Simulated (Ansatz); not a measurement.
# Mo/MgO/TiC: current against voltage, part 5 of 5

Aim: the current through Mo/MgO/TiC at finite bias, with the potential solved under that bias. The lower electrode is Mo bcc(001), the upper one TiC rock salt(001); the barrier is MgO rock salt(001) (non-polar). In the first transport cell, after relaxation, the nearest pair of electrode and barrier is Mo–O at 2.23 Å, along the normal, at the lower face and C–Mg at 2.26 Å, along the normal, at the upper one. All share a net of side 3.005 Å, which strains the lower electrode by -4.6 %, the upper one by -1.8 % and the barrier by +0.0 %, against typed lattice constants near PBE's. The first steps treat the bulk electrodes alone.

Ansatz 0.2.0; PBE DFT, plane waves, PAW files (the session's first sound run).

So far, transmission at the Fermi level (a spin, zone mean): step 6 (transmission over a wide range of energy) 6.5e-4.

## (7) A repeat with changed settings

This step: PBE DFT, plane waves, PAW files; current against voltage, self-consistent between two reservoirs; changed: basis.ecutwfc = "500 eV" (Ansatz 0.2.0).

System of this step: Mo/MgO/TiC. The cell holds 41 atoms: 13 Mo, 2 O, 2 Mg, 12 C and 12 Ti. Cell: a = 3.005 Å, b = 3.005 Å, c = 64.393 Å, α = 90.0°, β = 90.0°, γ = 90.0°. Regions: left electrode, 13 atoms (13 Mo); barrier, 4 atoms (2 O and 2 Mg); right electrode, 24 atoms (12 C and 12 Ti). Vacuum lies along c.

It is meant to test whether the cutoff is converged. Where the input is shown as a difference, that is against the step before, not the twin.

Contents of input.yaml:

```yaml
crystal:
  lattice:
    - [3.005, 0.0, 0.0]
    - [0.0, 3.005, 0.0]
    - [0.0, 0.0, 64.3931810312]
  atoms:
    - { symbol: Mo, position: [0.0, 0.0, 0.1087071626] }
    - { symbol: Mo, position: [0.5, 0.5, 0.1343043576] }
    - { symbol: Mo, position: [0.0, 0.0, 0.1599015526] }
    - { symbol: Mo, position: [0.5, 0.5, 0.1854987476] }
    - { symbol: Mo, position: [0.0, 0.0, 0.2110959426] }
    - { symbol: Mo, position: [0.5, 0.5, 0.2366931376] }
    - { symbol: Mo, position: [0.0, 0.0, 0.2622903326] }
    - { symbol: Mo, position: [0.5, 0.5, 0.2878875276] }
    - { symbol: Mo, position: [0.0, 0.0, 0.3134847226] }
    - { symbol: Mo, position: [0.5, 0.5, 0.3390819176] }
    - { symbol: Mo, position: [0.0, 0.0, 0.3646791127] }
    - { symbol: Mo, position: [0.5, 0.5, 0.3902763077] }
    - { symbol: Mo, position: [0.0, 0.0, 0.4140905857] }
    - { symbol: O, position: [0.0, 0.0, 0.4487683944] }
    - { symbol: Mg, position: [0.5, 0.5, 0.4486831345] }
    - { symbol: O, position: [0.5, 0.5, 0.4813775553] }
    - { symbol: Mg, position: [0.0, 0.0, 0.4823923746] }
    - { symbol: C, position: [0.0, 0.0, 0.5174762329] }
    - { symbol: Ti, position: [0.5, 0.5, 0.5182862774] }
    - { symbol: C, position: [0.5, 0.5, 0.5516914257] }
    - { symbol: Ti, position: [0.0, 0.0, 0.5516914257] }
    - { symbol: C, position: [0.0, 0.0, 0.5856515668] }
    - { symbol: Ti, position: [0.5, 0.5, 0.5856515668] }
    - { symbol: C, position: [0.5, 0.5, 0.619611708] }
    - { symbol: Ti, position: [0.0, 0.0, 0.619611708] }
    - { symbol: C, position: [0.0, 0.0, 0.6535718492] }
    - { symbol: Ti, position: [0.5, 0.5, 0.6535718492] }
    - { symbol: C, position: [0.5, 0.5, 0.6875319904] }
    - { symbol: Ti, position: [0.0, 0.0, 0.6875319904] }
    - { symbol: C, position: [0.0, 0.0, 0.7214921315] }
    - { symbol: Ti, position: [0.5, 0.5, 0.7214921315] }
    - { symbol: C, position: [0.5, 0.5, 0.7554522727] }
    - { symbol: Ti, position: [0.0, 0.0, 0.7554522727] }
    - { symbol: C, position: [0.0, 0.0, 0.7894124139] }
    - { symbol: Ti, position: [0.5, 0.5, 0.7894124139] }
    - { symbol: C, position: [0.5, 0.5, 0.8233725551] }
    - { symbol: Ti, position: [0.0, 0.0, 0.8233725551] }
    - { symbol: C, position: [0.0, 0.0, 0.8573326962] }
    - { symbol: Ti, position: [0.5, 0.5, 0.8573326962] }
    - { symbol: C, position: [0.5, 0.5, 0.8912928374] }
    - { symbol: Ti, position: [0.0, 0.0, 0.8912928374] }
kpoints:
  mp_grid: { grid: [10, 10, 1] }
scf:
  occupations: { method: fermi_dirac, width: 0.1 }
  max_iter: 150
hamiltonian:
  xc: pbe
output:
  current_voltage:
    bias: [0.15, 1.0, 1.6, -0.15, -1.0, -1.6]
    kmesh: [20, 20]
    leads: [[5, 6], [29, 31]]
    electrode_ends: [12, 17]
  write_potential: true
  write_density: true
  volumetric_format: npy
basis:
  ecutwfc: "500 eV"
```

On the command line:

```
$ ansatz run input.yaml --threads 8 --pin off --max-ram 20480MiB --backend cpu --events-out ev --progress --plain --runs-dir out
```

Numbers of over 12 decimals in the logs are rounded to 6 here.

Log:

```text
Engine: ansatz 0.2.0, aarch64-unknown-linux-gnu
Pseudopotentials: kind: paw
Pseudopotential: Mo, paw, valence charge 14, recommended cutoff 420 eV (normal), Mo.paw.azcp
Pseudopotential: O, paw, valence charge 6, recommended cutoff 420 eV (normal), O.paw.azcp
Pseudopotential: Mg, paw, valence charge 10, recommended cutoff 420 eV (normal), Mg.paw.azcp
Pseudopotential: C, paw, valence charge 4, recommended cutoff 420 eV (normal), C.paw.azcp
Pseudopotential: Ti, paw, valence charge 12, recommended cutoff 420 eV (normal), Ti.paw.azcp
Functional definition: PBE
  parameter kappa = 0.804
  parameter beta = 0.066725
  exchange = pbe_x(kappa = kappa, mu = beta*pi^2/3)
  correlation = pbe_c(beta = beta)
Crystal: 41 atoms, lattice volume = 581.472 Å³
Basis set: ecut = 500 eV, 14947 PW (Γ)
Bands: 244, of which v1, the nominal top of the filled ones, is band 203 counted from 1 (202 counted from 0)
Symmetry: 8 space group operations
Space group: P4mm (ITA 99), of the structure as read, at distance tolerance 8.3e-5 Å
k-points: 21 of 100
Non-local potential: Mo, projectors of the file, l = 0: 3, l = 1: 2, l = 2: 2, l = 3: 1
Non-local potential: O, projectors of the file, l = 0: 2, l = 1: 2, l = 2: 1
Non-local potential: Mg, projectors of the file, l = 0: 3, l = 1: 2, l = 2: 1
Non-local potential: C, projectors of the file, l = 0: 2, l = 1: 2, l = 2: 1
Non-local potential: Ti, projectors of the file, l = 0: 3, l = 1: 2, l = 2: 3, l = 3: 1
PAW form: soft (Blöchl's): semilocal exchange-correlation on the pseudo side does not see the compensation charge
PAW one-centre angular grid: Mo, 590 points (default); XC on 64 Gauss nodes
PAW one-centre angular grid: O, 110 points (default); XC on 64 Gauss nodes
PAW one-centre angular grid: Mg, 110 points (default); XC on 64 Gauss nodes
PAW one-centre angular grid: C, 110 points (default); XC on 64 Gauss nodes
PAW one-centre angular grid: Ti, 590 points (default); XC on 64 Gauss nodes
Initial density: superposition of atomic densities (neutral atoms: chi_scale 0, normalization atom), corrected by the library's trained network
Initial wavefunctions: pseudopotential atomic-orbital guess
Functional: x = pbe(κ = 0.804, μ = 0.219515), c = pbe(β = 0.066725)
SCF iter   1: F=—  HF=-102437.918042 eV  |F-HF|=—  |Δ(HF+E_count)|=         —  Δρ=1.15e-2  dr2=1.14e2  ethr=1.77e-3  ⟨swp⟩=7.5  Hψ=23321  notcnv=0
preconditioner: auto → LDOS  [metal: Δε(μ)=0.016 eV  Ē_g=5.994 eV  σ=0.100 eV  W_gap=0.04  n_scr=176 (ndim 8)  ℏωp=21.2 eV  f_vac=0.171  D(μ)=13.36/eV (n_scr^D=40)  β→1.0]
SCF iter   2: F=—  HF=-102437.569717 eV  |F-HF|=—  |Δ(HF+E_count)|=   3.48e-1  Δρ=4.62e-3  dr2=1.85e0  ethr=1.77e-3  ⟨swp⟩=2.6  Hψ=6492  notcnv=0  defer=5
[...]
SCF iter  10: F=-102437.541644 eV  HF=-102437.541644 eV  |F-HF|=4.58e-8  |Δ(HF+E_count)|=   1.94e-8  Δρ=2.61e-6  dr2=6.73e-8  ethr=2.46e-11  ⟨swp⟩=9.0  Hψ=15052  notcnv=0
SCF 1 converged in 10 iterations: F = -102437.541644 eV  dr2 = 6.73e-8
[...]
bias +0 V, iteration  1: dr2 9.19e-2 eV, mean Fermi level 13.5593 eV
bias +0 V, iteration  2: dr2 2.52e-3 eV, mean Fermi level 13.5640 eV
bias +0 V, iteration  3: dr2 1.00e-3 eV, mean Fermi level 13.5621 eV
bias +0 V, iteration  4: dr2 3.52e-5 eV, mean Fermi level 13.5628 eV
bias +0 V, iteration  5: dr2 3.04e-6 eV, mean Fermi level 13.5628 eV
bias +0 V, iteration  6: dr2 5.55e-7 eV, mean Fermi level 13.5629 eV
bias +0 V, iteration  7: dr2 6.59e-8 eV, mean Fermi level 13.5629 eV
bias +0.15 V, iteration  1: dr2 1.32e1 eV, mean Fermi level 13.5254 eV
[...]
bias -1.6 V, iteration  7: dr2 2.82e-6 eV, mean Fermi level 13.5330 eV
bias -1.6 V, iteration  8: dr2 7.44e-7 eV, mean Fermi level 13.5330 eV
bias -1.6 V, iteration  9: dr2 1.02e-7 eV, mean Fermi level 13.5330 eV
bias -1.6 V, iteration 10: dr2 1.91e-8 eV, mean Fermi level 13.5329 eV
transmission: 278 of 2640 steps passed
transmission: 542 of 2640 steps passed
[...]
transmission: 272 of 2706 steps passed
WARN: the run was ended behind the SCF: a stop after 323 completed steps of the transmission. The result of record stands; what else was asked for is given out only as far as it was finished by then, or is formed of that. The run will not end as completed
SCF converged after 10 iterations
Free energy (F): -102437.541644 eV
Harris-Foulkes:  -102437.541644 eV  (|F-HF|=4.58e-8)
Internal energy: -102437.045797 eV  (E = F + TS)
E sigma→0 (E₀):  -102437.293721 eV
Entropy (-TS):   -0.495847 eV (-12.094 meV/atom)
Fermi energy:    13.559515 eV
--- Per-component energies (eV) ---
  E_band       = -4119.445977
  E_kinetic    = 10632.651205
  E_local      = -630187.242434  (includes V_loc(G=0)·N_el)
  E_nonlocal   = 2536.174275
  E_hartree    = 311238.980189
  E_xc         = -4374.933882
  E_vxc        = -5469.582961  (∫ρ·V_xc dr)
  E_paw        = -56266.337019  (= ΣΔE_a)
  E_vpaw       = -4109.480827  (= ΣTr[D̂ρ^β])
  E_aug_tail   = 0.003457  (compensation charges beyond the density's cutoff)
  E_ewald      = 263983.658413
  E_smearing   = -0.495847  (= −TS)
  E_closure    = 0.000000  (closes the sum)
  Σ components = -102437.541644   (vs F -102437.541644, Δ=0.00e0)
--- Band table (eV; the first three rows and the last of 21) ---
  k-point 0: bands = [... 199 lower, 13.5773, 13.5775, 13.5990, 13.6487, 13.6487, 13.6524, 13.6651, 13.6651, ... 37 higher]
  k-point 1: bands = [... 199 lower, 13.4729, 13.5222, 13.5696, 13.7132, 13.7282, 13.7322, 13.8204, 13.8759, ... 37 higher]
  k-point 2: bands = [... 199 lower, 12.9945, 13.0300, 13.5504, 13.6136, 13.6799, 13.7298, 13.8212, 13.9602, ... 37 higher]
  k-point 20: bands = [... 199 lower, 13.7225, 13.7225, 14.2059, 14.2059, 14.3176, 14.3176, 14.7543, 14.7543, ... 37 higher]
Error: SIGTERM received: cancelled by the caller after 323 completed steps of the transmission, in an analysis behind the self-consistent cycle: that cycle's result was reported, and what else the deck asks for behind it is given out only as far as it was finished by then, or is formed of that: a resume of the run directory makes the rest
```

Elapsed: 47 min, on 8 threads of Arm Neoverse V2, shared host; peak memory 14 GiB.

The run was cut off at the time limit after its SCF loop had closed; no result of it is taken.

The program's message: “Error: SIGTERM received: cancelled by the caller after 323 completed steps of the transmission, in an analysis behind the self-consistent cycle: that cycle's result was reported, and what else the dec …”

## (8) Results

| Item | Value |
| --- | --- |
| conductance at zero bias | 5.9e11 S/m² |
| current density at -1.6 V | -5.9e12 A/m² |
| current density at -1 V | -1.6e12 A/m² |
| current density at -0.15 V | -9.2e10 A/m² |
| current density at +0.15 V | 7.7e10 A/m² |
| current density at +1 V | 1.1e12 A/m² |
| current density at +1.6 V | 2.9e12 A/m² |

In words: At 1.6 V the junction carries 2.9e12 A/m². Against the linear law (zero-bias conductance times bias) the currents are 6.3 (-1.6 V), 2.8 (-1 V), 1.0 (-0.15 V), 0.87 (+0.15 V), 1.8 (+1 V) and 3.1 (+1.6 V) times as large. At the Fermi level the layers of the barrier in the wide-window run (2 planes) hold from 0.013 to 0.073 states an eV and atom. The forward current is 0.84 times the reverse one at ±0.15 V, 0.65 times the reverse one at ±1 V and 0.49 times the reverse one at ±1.6 V. On every other mesh point the current differs by up to 25 %, and the leads' misfit reaches 33 meV; ratios near 1 within such errors aren't resolved. Between 99 and 99 % of the bias drops across the junction. No spin-orbit coupling, phonons, disorder or image charges enter; the interfaces are ordered, one cell wide and lattice-matched by strain. Semilocal gaps are too small, which can bring a band edge of the barrier nearer to the Fermi level than it is.

[Logs are printed without paths, hosts, clocks, repeated set-up lines and the standing remarks that a program may print on its own settings, such as how far it seeks lower states.]

[Hosts, paths, dates, database ids (printed as entryN), source tags and the programs' standing remarks are cut or masked in the printed files.]
